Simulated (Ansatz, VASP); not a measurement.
# Sb: VASP beside Ansatz

```
Sb
1.0
     3.06141    0.00000    0.00000
     0.00000    3.06141    0.00000
     0.00000    0.00000    3.06141
Sb
1
Direct
  0.00000 0.00000 0.00000
```

Alike in both runs: functional PBEsol; k mesh 14 × 14 × 14; occupations gaussian, width 0.1 eV; no spin polarisation.

Ansatz relaxed the structure, and its values are those at the end. VASP's run is a single point on that final structure, the one shown.

|  | VASP | Ansatz |
| --- | --- | --- |
| version | VASP 6.6.1 | Ansatz 0.2.0 |
| potentials or method | VASP PAW PBE potentials, release 64 (Sb) | scalar-relativistic, plane waves, PAW |
| plane-wave cutoff (eV) | 520 | 420 |
| valence electrons in the cell | 5 | 15 |

VASP gave:

```
gap on the k mesh at the Fermi level (eV) : none
pressure (GPa)                            : 0.1
```

Question: Which values does Ansatz return?

Answer: gap on the k mesh at the Fermi level (eV): none; pressure (GPa): 0.0.

A gap of «none» marks a metal or a gap that the smearing closes. The two sets of potentials don't hold the same shells in valence.

Caveats: the PAW data sets were made with another functional, which shifts forces and pressure a little (VASP). Spin-orbit coupling is left out, which matters for the levels of Sb.
